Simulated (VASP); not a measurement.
Set up this calculation in VASP 6.6.1, as the native input.

```yaml
Task: relaxation of the atoms
Functional: optB86b-vdW
Potentials_or_basis: VASP PAW PBE potentials, release 64 (Hg)
Cutoff: 520 eV
k_mesh: 9 × 9 × 1
Occupations: gaussian, width 0.05 eV
Spin: no spin polarisation
Dipole_correction: yes
Atoms_held_fixed_from_0: "[0, 1]"
Further_INCAR_settings: ALGO = Fast; EDIFF = 1e-07; IBRION = 2; EDIFFG = -0.02; NSW = 60
```

The structure of Hg lies in POSCAR:

```
Hg
1.0
    3.3205578694      0.0000000000      0.0000000000
   -1.4721436807      3.0761348998      0.0000000000
    0.0000000000      0.0000000000     23.1206091033
Hg
4
Selective dynamics
Direct
    0.4899881360      0.4542386535      0.3243859176  F F F
    0.0681903655      0.8651034197      0.4421379029  F F F
    0.4017740427      0.4976125408      0.5578620971  T T T
    0.9799762721      0.9084773070      0.6756140824  T T T
```

The cell isn't the ideal one: the (0 0 1) slab of Hg, cut from the database cell, not relaxed.

One way to write it, as run:

INCAR

```
PREC = Accurate
ENCUT = 520
EDIFF = 1E-7
ISMEAR = 0
SIGMA = 0.05
LREAL = False
LASPH = True
NELM = 100
ALGO = Fast
ISIF = 2
LWAVE = False
LCHARG = False
LDIPOL = True
IDIPOL = 3
DIPOL = 0.5 0.5 0.500
GGA = MK
LUSE_VDW = True
AGGAC = 0.0
PARAM1 = 0.1234
PARAM2 = 1.0
IBRION = 2
NSW = 60
EDIFFG = -0.02
```

KPOINTS

```
regular mesh
0
Gamma
  9 9 1
```

Potentials or basis: VASP PAW PBE potentials, release 64 (Hg).

Launch:

```console
$ cat potpaw_PBE.64/Hg/POTCAR > POTCAR
$ mpirun -np 1 vasp_std > vasp.out
```

Results of the run:

```
Energy gained by relaxing : 0.2 meV/atom
Ionic steps               : 4
Band gap on the k mesh    : 0.31 eV, indirect (least direct gap 0.81 eV)
```

Caveat: spin-orbit coupling is left out, which moves the levels of the heavy elements.

Wall time 20 min on 1 thread of Intel(R) Xeon(R) Platinum 8488C (Sapphire Rapids), with other jobs on the host, peak memory 1.1 GiB.
